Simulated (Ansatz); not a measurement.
# Elastic constants of Mo at 35 GPa (stress–strain coefficients): input and output

Computed with DFT LDA, scalar-relativistic, plane waves, PAW in Ansatz.

Launched with:
```bash
ansatz run input.yaml --threads 1 --pin off --max-ram 3072MiB --backend cpu --events-out ev --progress --plain --runs-dir out
```

Input (bare energies are in eV):
```yaml
crystal:
  lattice:
    - [-1.5058008174, 1.5058008174, 1.5058008174]
    - [1.5058008174, -1.5058008174, 1.5058008174]
    - [1.5058008174, 1.5058008174, -1.5058008174]
  atoms:
    - { symbol: Mo, position: [0.0, 0.0, 0.0] }
basis:
  ecutwfc: 420
kpoints:
  mp_grid: { grid: [20, 20, 20] }
hamiltonian:
  xc: lda
scf:
  occupations: { method: fermi_dirac, width: 0.15 }
output:
  forces: true
  stress: true
  eigenvalues: true
elastic:
  mode: relaxed_ion
  amplitude: 0.005
```

From the output:
```
--- Elastic constants: 2 strain directions × 4 members + reference (group order 48) ---
  dense FFT box of the reference and of every strained cell: 18×18×18
  strains applied: 11, 23; error gains: componentwise 1.00 (the most a stress slope's error grows in a printed constant), spectral 1.73 (1 for all six strains in a standard setting)
  C = ∂σ_k/∂η_j (tension-positive GPa; Voigt order 11 22 33 23 13 12):
       694.956    292.689    292.689     -0.000      0.000      0.000
       292.689    694.956    292.689     -0.000      0.000      0.000
       292.689    292.689    694.956      0.000      0.000      0.000
         0.000     -0.000      0.000    149.148      0.000     -0.000
         0.000      0.000     -0.000     -0.000    149.148      0.000
        -0.000      0.000      0.000     -0.000      0.000    149.148
  reference stress σ⁰ (GPa):    -34.998    -34.998    -34.998      0.000      0.000     -0.000
  C* (energy form; C + prestress term) asymmetry max|C*_kj − C*_jk| = 5.684e-14 GPa — a small one proves nothing (zero by symmetry where the batch's group is 432, −43m or m−3m); a large one is finite-difference/SCF noise where every solve ...
  moduli (Voigt/Reuss/Hill, GPa): K = 426.78/426.78/426.78   G = 169.94/166.35/168.14   E = 445.88   ν = 0.326
  mechanically stable: yes (min eigenvalue of sym C = 149.15 GPa)
  strain η (Voigt 11):  stress-route row diagonal C_11 = 694.96 GPa, energy-path curvature d²(F+E_count+ΔE)/dδ²/Ω₀ = 694.95 GPa
    cells at ±δ against ±2δ: C31 292.75 and 292.92 GPa, apart by 0.03 % of the column's largest entry
         δ    σ_11 (GPa) F (eV) n_scf n_hpsi n_pw
    -1.000e-2     -42.1474       -4842.7096018       7  129007    276   relax 0 steps, max|allowed force component| 0.00e0 eV/Å
    -5.000e-3     -38.5223       -4842.7267892       3  106652    276   relax 0 steps, max|allowed force component| 0.00e0 eV/Å
     5.000e-3     -31.5725       -4842.7566358       3  105571    277   relax 0 steps, max|allowed force component| 0.00e0 eV/Å
     1.000e-2     -28.2463       -4842.7693795       6  116544    278   relax 0 steps, max|allowed force component| 0.00e0 eV/Å
  strain η (Voigt 23):  stress-route row diagonal C_44 = 149.15 GPa, energy-path curvature d²(F+E_count+ΔE)/dδ²/Ω₀ = 166.64 GPa
    cells at ±δ against ±2δ: C44 149.16 and 149.21 GPa, apart by 0.03 % of the column's largest entry
         δ    σ_23 (GPa) F (eV) n_scf n_hpsi n_pw
    -1.000e-2      -1.4921       -4842.7417426       7  247486    276   relax 0 steps, max|allowed force component| 0.00e0 eV/Å
    -5.000e-3      -0.7458       -4842.7422753       3  180845    276   relax 0 steps, max|allowed force component| 0.00e0 eV/Å
     5.000e-3       0.7458       -4842.7422753       3  179219    276   relax 0 steps, max|allowed force component| 0.00e0 eV/Å
     1.000e-2       1.4921       -4842.7417426       6  213072    276   relax 0 steps, max|allowed force component| 0.00e0 eV/Å
```

Time: 64 s on 1 thread of Intel(R) Xeon(R) Processor @ 2.70GHz, with other jobs on the host, peak memory 0.5 GiB.

In a metal, frequencies and elastic constants depend on the k mesh and the smearing, soft modes and shear constants most.